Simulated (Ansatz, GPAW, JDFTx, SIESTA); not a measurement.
## One calculation of BP, 6 ways

```
P B
1.0
     0.00000    2.26900    2.26900
     2.26900    0.00000    2.26900
     2.26900    2.26900    0.00000
P B
1 1
Cartesian
  3.4035 3.4035 3.4035
  0.0000 0.0000 0.0000
```

Alike in all runs: task band structure; functional BLYP; k mesh 10 × 10 × 10; occupations fermi-dirac, width 0.05 eV; no spin polarisation; no spin-orbit coupling. Pressure is positive in compression and, in plane waves, holds the error of the finite cutoff, which Ansatz's Pulay term estimates and takes out. Gaps are the smaller of the mesh's and the band path's.

```csv
program and potentials,plane-wave cutoff (eV),notes,band gap (eV),pressure (GPa)
"Ansatz, Ansatz PAW",420,"potentials made for PBE, which Ansatz adapts in part; Pulay term of +0.15 GPa included",1.51,6.04
"JDFTx, PseudoDojo-SR-PBE-0.5-standard",1034,potentials made for PBE,1.53,-
"JDFTx, PseudoDojo-SR-PBE-0.5-standard with smoothed tails",1034,potentials made for PBE,1.53,-
"GPAW, PAW data sets generated for this functional",800,-,1.51,6.21
"Ansatz, all-electron LAPW, scalar-relativistic",-,-,1.51,6.09
"SIESTA, files PseudoDojo sr-pbe-0.4.1-standard, DZP (energy shift 0.002 Ry)",-,atomic basis; potentials made for PBE,1.55,10.80
```

The band gap spans 1.51 (GPAW, PAW data sets generated for this functional) to 1.55 eV (SIESTA, files PseudoDojo sr-pbe-0.4.1-standard, DZP (energy shift 0.002 Ry)), with all-electron results at 1.51. The pressure spans 6.04 (Ansatz, Ansatz PAW) to 10.80 GPa (SIESTA, files PseudoDojo sr-pbe-0.4.1-standard, DZP (energy shift 0.002 Ry)), with all-electron results at 6.09. Some sets were made for another functional than the one run, which can shift their rows. The paths' points differ, which is worth about 0.01 eV. Rows in atomic bases carry the error of their basis and grid, which can be large.

Differences between rows come from potentials, basis sets and numerical settings, since the functional is the same but for its coding. Runs on potential files found faulty are left out.
